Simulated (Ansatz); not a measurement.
Theory: Ansatz 0.2.0, DFT PBE, scalar-relativistic, plane waves, PAW. All cells share a 420 eV cutoff and Γ-centred k meshes spaced at most about 0.3 Å⁻¹ (about 0.25 or finer for metals, 2π included). No spin polarisation in the final relaxations.

All energies are static (0 K, no zero-point motion).

Two relaxed structures of Li:

A.

```
CELL_PARAMETERS angstrom
2.93603 0.00000 0.00000
-1.46801 2.54267 0.00000
0.00000 0.00000 2.71455
ATOMIC_POSITIONS crystal
Li 0.00000 0.00000 0.00000
```

B.

```
CELL_PARAMETERS angstrom
2.73241 0.00000 0.00000
0.00000 2.73241 0.00000
0.00000 0.00000 2.73241
ATOMIC_POSITIONS crystal
Li 0.50000 0.50000 0.50000
```

Question: Which form is favoured at zero pressure, and by what margin per atom?

Answer: A is lower, by 54 meV/atom. A has the simple hexagonal type, space group P6/mmm (No. 191), 20.3 Å³/atom and no gap on its mesh; B has the simple cubic type, space group Pm-3m (No. 221), 20.4 Å³/atom and no gap. Counting all near atoms (those within 1.25 times the shortest distance at each site), A has Li 8 and B has Li 6. In A, Li is surrounded by 2 Li at 2.71 Å and 6 Li at 2.94 Å. In B, around Li lie 6 Li at 2.73 Å. Both come from invented guesses. The part of the Crystallography Open Database at hand lists Li in space groups No. 166, 191, 194, 225, 229; sharing a group (P6/mmm) doesn't make a cell the listed structure.

Cells relaxed within their symmetry can be saddle points; a later kick test found a lower structure for Li Pm-3m.
